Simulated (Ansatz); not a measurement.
BaTiO3:

```
CELL_PARAMETERS angstrom
3.99980 0.00000 0.00000
0.00000 3.99980 0.00000
0.00000 0.00000 4.01800
ATOMIC_POSITIONS crystal
Ba 0.00000 0.00000 0.00000
Ti 0.50000 0.50000 0.49000
O 0.00000 0.50000 0.51700
O 0.50000 0.00000 0.51700
O 0.50000 0.50000 0.01900
```

| Item | Value |
| --- | --- |
| Program | Ansatz 0.2.0 |
| Task | relaxation of cell and atoms |
| Functional | RPBE |
| Dispersion | D3(BJ) |
| Potentials or basis | Ansatz PAW |
| Cutoff | 420 eV (not typed: the program's choice for these potentials) |
| k mesh | 7 × 7 × 7 |
| Occupations | fermi-dirac, width 0.05 eV |
| Spin | no spin polarisation |

At the start: volume 12.86 Å³/atom.

**Question.** How do energy, volume and symmetry change on relaxing?

**Answer.** It ends after 9 steps and the volume is 11.50 Å³/atom (-10.5 %); space group Pm-3m (No. 221, to 0.05 Å).

The path:
```
step  energy change (eV)  largest force (eV/Å)  volume (Å³)
   1              0.0000                0.2609        64.28
   2             -0.4186                0.7932        56.65
   3             -0.4271                0.7614        57.66
   4             -0.4643                0.0049        57.59
   5             -0.4680                0.0409        57.61
   6             -0.4682                0.0028        57.60
   7             -0.4565                0.0028        57.60
   8             -0.4569                0.0005        57.50
   9             -0.4568                0.0005        57.50
```

Final structure:
```
Ba Ti O
1.0
     3.85971    0.00000    0.00000
     0.00000    3.85971    0.00000
     0.00000    0.00000    3.85974
Ba Ti O
1 1 3
Direct
  0.00000 0.00000 0.00860
  0.50000 0.50000 0.50863
  0.00000 0.50000 0.50859
  0.50000 0.00000 0.50859
  0.50000 0.50000 0.00859
```

Caveat: the plane-wave basis is chosen anew once the cell has moved, so the energies of steps on either side of that aren't comparable; the pressure holds a Pulay correction of +0.5 GPa for the finite cutoff; the volume moved by -11 % from the deposited cell, more than functionals usually miss; the PAW data sets come from PBE, with cores solved anew for the run's functional, which leaves a small shift of forces and pressure.
